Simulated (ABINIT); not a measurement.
The system is HgTe (Coloradoite).

```xyz
2
Lattice="0.0000 3.2145 3.2145 3.2145 0.0000 3.2145 3.2145 3.2145 0.0000" Properties=species:S:1:pos:R:3 pbc="T T T"
Hg    0.0000    0.0000    0.0000
Te    4.8217    4.8217    4.8217
```

```yaml
Program: ABINIT 10.8.3 (patched build)
Task: relaxation of cell and atoms
Functional: PBEsol
Potentials_or_basis: PseudoDojo NC SR PBEsol v0.4.1 standard
Cutoff: 1088 eV
k_mesh: 5 × 5 × 5
Occupations: fermi-dirac, width 0.05 eV
Spin: no spin polarisation
```

At the start: pressure 2.0 GPa; volume 33.22 Å³/atom.

Q: How do energy, volume and symmetry change on relaxing?

A: Over 5 steps the energy falls by 8.6 meV/atom and the volume is 34.66 Å³/atom (+4.3 %); space group F-43m (No. 216, to 0.05 Å).

The path:
```tsv
step	energy change (eV)	largest force (eV/Å)	pressure (GPa)	volume (Å³)
1	0.0000	0.0000	1.99	66.43
2	-0.0046	0.0000	1.68	66.84
3	-0.0171	0.0000	0.11	69.14
4	-0.0171	0.0000	0.01	69.31
5	-0.0171	0.0000	0.00	69.32
```

Final structure:
```
Hg Te
1.0
     0.00000    3.26042    3.26042
     3.26042    0.00000    3.26042
     3.26042    3.26042    0.00000
Hg Te
1 1
Direct
  0.00000 0.00000 0.00000
  0.75000 0.75000 0.75000
```
